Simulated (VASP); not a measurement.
# Ti (P6_3/mmc) in VASP: a series of runs

One crystal, Ti, is run at these levels: PBE; tasks: relaxation of cell and atoms.

Everything below comes from runs of VASP 6.6.1. Logs are shortened: lines on timing, memory, paths and dates and some standing lists are left out, and cuts for length are marked.

**1. The structure**

Symmetry: P6_3/mmc, No. 194, hexagonal system. The conventional cell has a = 2.936 Å, b = 2.936 Å, c = 4.641 Å, α = 90.00°, β = 90.00°, γ = 120.00°. Ti (site symmetry -6m2) is surrounded by 12 Ti at 2.87 to 2.94 Å.

**2. Relaxation of cell and atoms, PBE**

File INCAR:

```
ALGO     = Normal         # electronic algorithm
EDIFF    = 1E-6           # SCF threshold, eV
EDIFFG   = -0.005         # ionic threshold
ENCUT    = 600            # plane-wave cutoff, eV
GGA      = PE             # functional
IBRION   = 2              # ionic algorithm
ISIF     = 3              # what is computed and relaxed
ISMEAR   = 1              # smearing method
KPAR     = 2            
LASPH    = T              # aspherical terms in the spheres
LCHARG   = F              # write CHGCAR
LREAL    = F              # projectors in reciprocal space
LWAVE    = F              # write WAVECAR
NELM     = 120            # most SCF steps
NSW      = 80             # ionic steps
PREC     = Accurate       # precision mode
SIGMA    = 0.1            # smearing width, eV
```

File KPOINTS:

```
k-points
0
Gamma
  17 17 10
```

File POSCAR:

```
Ti
1.0
    2.9357319000      0.0000000000      0.0000000000
   -1.4678660000      2.5424184000      0.0000000000
    0.0000000000      0.0000000000      4.6408562000
Ti
2
Direct
    0.3333333300      0.6666666700      0.2500000000
    0.6666666700      0.3333333300      0.7500000000
```

Potentials or basis: VASP PAW PBE potentials, release 64 (Ti_sv).

Started as:

```
> cat potpaw_PBE.64/Ti_sv/POTCAR > POTCAR
> mpirun -np 2 vasp_std > vasp.out
```

OUTCAR:

```text
EDIFF = 1E-6
   EDIFFG = -0.005
   ENCUT = 600
   GGA = PE
   IBRION = 2
   ISIF = 3
   ISMEAR = 1
   LASPH = T
   LREAL = F
   NELM = 120
   NSW = 80
   PREC = Accurate

 ion  position               nearest neighbor table
   1  0.333  0.667  0.250-   2 2.87   2 2.87   2 2.87   2 2.87   2 2.87   2 2.87
   2  0.667  0.333  0.750-   1 2.87   1 2.87   1 2.87   1 2.87   1 2.87   1 2.87

  LATTYP: Found a hexagonal cell.
 ALAT       =     2.9357319000
 C/A-ratio  =     1.5808174445

  Lattice vectors:

 A1 = (   2.9357319000,   0.0000000000,   0.0000000000)
 A2 = (  -1.4678660000,   2.5424184000,   0.0000000000)
 A3 = (   0.0000000000,   0.0000000000,   4.6408562000)

Analysis of symmetry for initial positions (statically):
=====================================================================
 Subroutine PRICEL returns:
 Original cell was already a primitive cell.

 Routine SETGRP: Setting up the symmetry group for a
 hexagonal supercell.

 Subroutine GETGRP returns: Found 24 space group operations
 (whereof 12 operations were pure point group operations)
 out of a pool of 24 trial point group operations.

The static configuration has the point symmetry D_3d.
 The point group associated with its full space group is D_6h.

Analysis of symmetry for dynamics (positions and initial velocities):
=====================================================================
 Subroutine PRICEL returns:
 Original cell was already a primitive cell.

 Routine SETGRP: Setting up the symmetry group for a
 hexagonal supercell.

 Subroutine GETGRP returns: Found 24 space group operations
 (whereof 12 operations were pure point group operations)
 out of a pool of 24 trial point group operations.

The dynamic configuration has the point symmetry D_3d.
 The point group associated with its full space group is D_6h.

 Subroutine INISYM returns: Found 24 space group operations
 (whereof 12 operations are pure point group operations),
 and found     1 'primitive' translations

----------------------------------------------------------------------------------------

                                     Primitive cell

  volume of cell :      34.6387

  direct lattice vectors                    reciprocal lattice vectors
     2.935731900  0.000000000  0.000000000     0.340630560  0.196663152  0.000000000
    -1.467866000  2.542418400  0.000000000     0.000000000  0.393326291  0.000000000
     0.000000000  0.000000000  4.640856200     0.000000000  0.000000000  0.215477480

  length of vectors
     2.935731900  2.935731921  4.640856200     0.393326294  0.393326291  0.215477480

  position of ions in fractional coordinates (direct lattice)
     0.333333330  0.666666670  0.250000000
     0.666666670  0.333333330  0.750000000

  ion indices of the primitive-cell ions
   primitive index   ion index
                 1           1
                 2           2

----------------------------------------------------------------------------------------

 KPOINTS: k-points

Automatic generation of k-mesh.
 Grid dimensions read from file:
 generate k-points for:   17   17   10

 Generating k-lattice:

  Cartesian coordinates                     Fractional coordinates (reciprocal lattice)
     0.020037092  0.011568421  0.000000000     0.058823529  0.000000000  0.000000000
     0.000000000  0.023136841  0.000000000     0.000000000  0.058823529  0.000000000
     0.000000000  0.000000000  0.021547748     0.000000000  0.000000000  0.100000000

  Length of vectors
     0.023136841  0.023136841  0.021547748

  Shift w.r.t. Gamma in fractional coordinates (k-lattice)
     0.000000000  0.000000000  0.000000000

 Subroutine IBZKPT returns following result:
 ===========================================

 Found    198 irreducible k-points:

 Following reciprocal coordinates:
            Coordinates               Weight
  0.000000  0.000000  0.000000      1.000000
  0.058824  0.000000  0.000000      6.000000
  0.117647  0.000000  0.000000      6.000000
  0.176471  0.000000  0.000000      6.000000
  0.235294  0.000000  0.000000      6.000000
  0.294118  0.000000  0.000000      6.000000
[... 16 lines left out ...]
  0.411765  0.117647  0.000000     12.000000
  0.176471  0.176471  0.000000      6.000000
 [... further k-points ...]
   k-points           NKPTS =    198   k-points in BZ     NKDIM =    198   number of bands    NBANDS=     16
   number of dos      NEDOS =    301   number of ions     NIONS =      2
   total plane-waves  NPLWV =  23040
   dimension x,y,z NGX =    24 NGY =   24 NGZ =   40
   dimension x,y,z NGXF=    48 NGYF=   48 NGZF=   80
   ions per type =               2
   NGX,Y,Z   is equivalent  to a cutoff of  13.59, 13.59, 14.33 a.u.
   NGXF,Y,Z  is equivalent  to a cutoff of  27.18, 27.18, 28.66 a.u.
 SYSTEM =  unknown system
   PREC   = accura    normal or accurate (medium, high low for compatibility)
   ISTART =      0    job   : 0-new  1-cont  2-samecut
   ICHARG =      2    charge: 1-file 2-atom 10-const
   ISPIN  =      1    spin polarized calculation?
   LNONCOLLINEAR =      F non collinear calculations
   LSORBIT =      F    spin-orbit coupling
   LASPH  =      T    aspherical Exc in radial PAW
   ENCUT  =  600.0 eV  44.10 Ry    6.64 a.u.   5.86  5.86  9.27*2*pi/ulx,y,z
   NELM   =    120;   NELMIN=  2; NELMDL= -5     # of ELM steps
   EDIFF  = 0.1E-05   stopping-criterion for ELM
   LREAL  =      F    real-space projection
   EDIFFG = -.5E-02   stopping-criterion for IOM
   NSW    =     80    number of steps for IOM
   IBRION =      2    ionic relax: 0-MD 1-quasi-New 2-CG
   NFREE  =      1    steps in history (QN), initial steepest desc. (CG)
   ISIF   =      3    stress and relaxation
   ISYM   =      2    0-nonsym 1-usesym 2-fastsym
   POTIM  = 0.5000    time-step for ionic-motion
   TEBEG  =    0.0;   TEEND  =   0.0 temperature during run
   PSTRESS=    0.0 pullay stress
   NELECT =      24.0000    total number of electrons
   NUPDOWN=      -1.0000    fix difference up-down
   EMIN   =  10.00;   EMAX   =-10.00  energy-range for DOS
   EFERMI =   0.00;   METHOD = LEGACY
   ISMEAR =     1;   SIGMA  =   0.10  broadening in eV -4-tet -1-fermi 0-gaus
   EFERMI_NEDOS =   21; number of points for ismear=-14 and -15
   IALGO  =     38    algorithm
   IMIX   =      4    mixing-type and parameters
     AMIX     =   0.40;   BMIX     =  1.00
     AMIX_MAG =   1.60;   BMIX_MAG =  1.00
  volume/ion in A,a.u.               =      17.32       116.88
  Fermi-wavevector in a.u.,A,eV,Ry     =   1.448632  2.737518 28.552297  2.098535
  Thomas-Fermi vector in A             =   2.566451
   LORBIT       =      0    0 simple, 1 ext, 2 COOP (PROOUT), +10 PAW based schemes
   GGA     = PE    functional components
   LHFCALC =     F    Hartree Fock is set to
   AEXX    =    0.0000 exact exchange contribution
   IVDW    =     0    specifies the selected vdW correction
   LEPSILON=     F    determine dielectric tensor
   LRPA    =     F    only Hartree local field effects (RPA)
 conjugate gradient relaxation of ions
 non-spin polarized calculation
 Methfessel and Paxton  Order N= 1 SIGMA  =   0.10
  energy-cutoff  :      600.00
  volume of cell :       34.64
 maximum number of plane-waves:      1182
 NGX is ok and might be reduce to    24
   NGX = 11   NGY = 11   NGZ = 19

--------------------------------------- Ionic step        1  -------------------------------------------

 number of electron      23.9999993 magnetization

 Free energy of the ion-electron system (eV)
  ---------------------------------------------------
  ext. energy  EPLUGINS =         0.00000000
  ---------------------------------------------------
  free energy    TOTEN  =       -15.67127611 eV

  energy without entropy =      -15.67149057  energy(sigma->0) =      -15.67134759

------------------------ aborting loop because EDIFF is reached ----------------------------------------

  FORCE on cell =-STRESS in cart. coord.  units (eV):
  Direction    XX          YY          ZZ          XY          YZ          ZX
  --------------------------------------------------------------------------------------
  -------------------------------------------------------------------------------------
  Total        0.0293024      0.0293024      0.0456104     -0.0000000      0.0000000      0.0000000
  in kB        1.3553533      1.3553533      2.1096630     -0.0000000      0.0000000      0.0000000
  external PRESSURE =       1.6067898 kB  Pullay stress =       0.0000000 kB
[... 57 lines left out ...]
  energy  without entropy=      -15.6715105928  energy(sigma->0) =      -15.67136050

--------------------------------------- Ionic step        3  -------------------------------------------

 number of electron      23.9999994 magnetization

 Free energy of the ion-electron system (eV)
  ---------------------------------------------------
  ext. energy  EPLUGINS =         0.00000000
  ---------------------------------------------------
  free energy    TOTEN  =       -15.67129997 eV

  energy without entropy =      -15.67152039  energy(sigma->0) =      -15.67137344

 E-fermi :   8.3740     XC(G=0): -11.5042

 val. band max:        8.3724561835   @ k =   0.0588   0.0000   0.5000
 cond. band min:       8.3748365756   @ k =   0.1176   0.0588   0.4000
 fundamental gap:      0.0023803921
 Fermi energy:         8.3740359231

 k-point     1 :       0.0000    0.0000    0.0000
  band No.  band energies     occupation
      1     -48.5078      2.00000
      2     -48.3694      2.00000
      3     -25.1007      2.00000
      4     -24.4521      2.00000
      5     -24.4521      2.00000
      6     -24.3872      2.00000
[... 8 lines left out ...]
     15       9.6272     -0.00000
     16       9.6272     -0.00000
[... 420 lines left out ...]
  band No.  band energies     occupation
      1     -48.4341      2.00000
      2     -48.3470      2.00000
      3     -24.9232      2.00000
      4     -24.7072      2.00000
      5     -24.7039      2.00000
      6     -24.5338      2.00000
[... 8 lines left out ...]
     15       9.4843     -0.00000
     16      10.3035     -0.00000

 [... further k-points ...]

------------------------ aborting loop because EDIFF is reached ----------------------------------------

  FORCE on cell =-STRESS in cart. coord.  units (eV):
  Direction    XX          YY          ZZ          XY          YZ          ZX
  --------------------------------------------------------------------------------------
  -------------------------------------------------------------------------------------
  Total       -0.0033578     -0.0033578      0.0062450      0.0000000     -0.0000000      0.0000000
  in kB       -0.1550979     -0.1550979      0.2884584      0.0000000     -0.0000000      0.0000000
  external PRESSURE =      -0.0072458 kB  Pullay stress =       0.0000000 kB
[... 17 lines left out ...]
  FREE ENERGIE OF THE ION-ELECTRON SYSTEM (eV)
  ---------------------------------------------------
  free  energy   TOTEN  =       -15.6712999677 eV

  energy  without entropy=      -15.6715203917  energy(sigma->0) =      -15.67137344

 reached required accuracy - stopping structural energy minimisation
```

Wall time 73 s (2 MPI ranks of AMD EPYC 9R45 (Zen 5), shared host); peak memory 0.22 GiB.

What came out:

```yaml
Free_energy: -15.6713 eV
Relaxed_volume: 17.34 Å³/atom
Relaxed_cell: a = 2.937 Å, b = 2.937 Å, c = 4.644 Å, α = 90.00°, β = 90.00°, γ = 120.00°
Space_group_after_relaxing_to_0.05_Å: P6_3/mmc (No. 194)
Energy_gained_by_relaxing: 0.0 meV/atom
Ionic_steps: 3
Pressure_after_relaxing: 0.0 GPa
Band_gap_on_the_k_mesh: none (metal or under the smearing width)
```

Final structure:
```
Ti
1.0
     2.93686    0.00000    0.00000
    -1.46843    2.54340    0.00000
     0.00000    0.00000    4.64364
Ti
2
Direct
  0.33333 0.66667 0.25000
  0.66667 0.33333 0.75000
```

**3. Relaxation of cell and atoms, PBE**

INCAR is that of step 2.

KPOINTS is that of step 2.

File POSCAR:

```
Ti                                      
1.0
    2.9368630872     -0.0000000000      0.0000000000
   -1.4684315936      2.5433980369     -0.0000000000
    0.0000000000      0.0000000000      4.6436396074
  Ti            
     2
Direct
     0.3333333300000021    0.6666666699999979    0.2500000000000000
     0.6666666699999979    0.3333333300000021    0.7500000000000000
```

Potentials or basis: VASP PAW PBE potentials, release 64 (Ti_sv).

Started as:

```
> cat potpaw_PBE.64/Ti_sv/POTCAR > POTCAR
> mpirun -np 2 vasp_std > vasp.out
```

OUTCAR:

```text
EDIFF = 1E-6
   EDIFFG = -0.005
   ENCUT = 600
   GGA = PE
   IBRION = 2
   ISIF = 3
   ISMEAR = 1
   LASPH = T
   LREAL = F
   NELM = 120
   NSW = 80
   PREC = Accurate

 ion  position               nearest neighbor table
   1  0.333  0.667  0.250-   2 2.88   2 2.88   2 2.88   2 2.88   2 2.88   2 2.88
   2  0.667  0.333  0.750-   1 2.88   1 2.88   1 2.88   1 2.88   1 2.88   1 2.88

  LATTYP: Found a hexagonal cell.
 ALAT       =     2.9368630872
 C/A-ratio  =     1.5811563119

  Lattice vectors:
[... 650 lines left out ...]

  FORCE on cell =-STRESS in cart. coord.  units (eV):
  Direction    XX          YY          ZZ          XY          YZ          ZX
  --------------------------------------------------------------------------------------
  -------------------------------------------------------------------------------------
  Total       -0.0015717     -0.0015717      0.0080258      0.0000000      0.0000000      0.0000000
  in kB       -0.0725998     -0.0725998      0.3707182      0.0000000      0.0000000      0.0000000
  external PRESSURE =       0.0751729 kB  Pullay stress =       0.0000000 kB

 VOLUME and BASIS-vectors are now :
 -----------------------------------------------------------------------------
  energy-cutoff  :      600.00
  volume of cell :       34.69
      direct lattice vectors                 reciprocal lattice vectors
     2.936863087  0.000000000  0.000000000     0.340499359  0.196587404  0.000000000
    -1.468431594  2.543398037  0.000000000     0.000000000  0.393174794  0.000000000
     0.000000000  0.000000000  4.643639607     0.000000000  0.000000000  0.215348323

 POSITION                                       TOTAL-FORCE (eV/Angst)
 -----------------------------------------------------------------------------------
     -0.00000      1.69560      1.16091         0.000000     -0.000000      0.000000
      1.46843      0.84780      3.48273        -0.000000      0.000000      0.000000
 -----------------------------------------------------------------------------------
    total drift:                               -0.000009      0.000005     -0.000000

  FREE ENERGIE OF THE ION-ELECTRON SYSTEM (eV)
  ---------------------------------------------------
  free  energy   TOTEN  =       -15.6713191215 eV

  energy  without entropy=      -15.6715395025  energy(sigma->0) =      -15.67139258

 reached required accuracy - stopping structural energy minimisation
```

It took 36 s on 2 MPI ranks of AMD EPYC 9R45 (Zen 5), shared host; peak memory 0.22 GiB.

What came out:

* Free energy: -15.6713 eV
* Pressure after relaxing: 0.0 GPa
* Band gap on the k mesh: none (metal or under the smearing width)

Final structure:
```
CELL_PARAMETERS angstrom
2.93686 0.00000 0.00000
-1.46843 2.54340 0.00000
0.00000 0.00000 4.64364
ATOMIC_POSITIONS crystal
Ti 0.33333 0.66667 0.25000
Ti 0.66667 0.33333 0.75000
```

Levels at points of the mesh, in eV from the Fermi level:
| k point | band 10 | band 11 | band 12 | band 13 | band 14 | band 15 |
| --- | --- | --- | --- | --- | --- | --- |
| (0.00, 0.00, 0.00) | -2.71 | 0.75 | 0.75 | 0.77 | 0.87 | 1.25 |
| (0.00, 0.00, 0.50) | -4.37 | 0.07 | 0.07 | 0.65 | 0.65 | 0.65 |

Caveat: the relaxation stopped at its first step, so nothing moved.
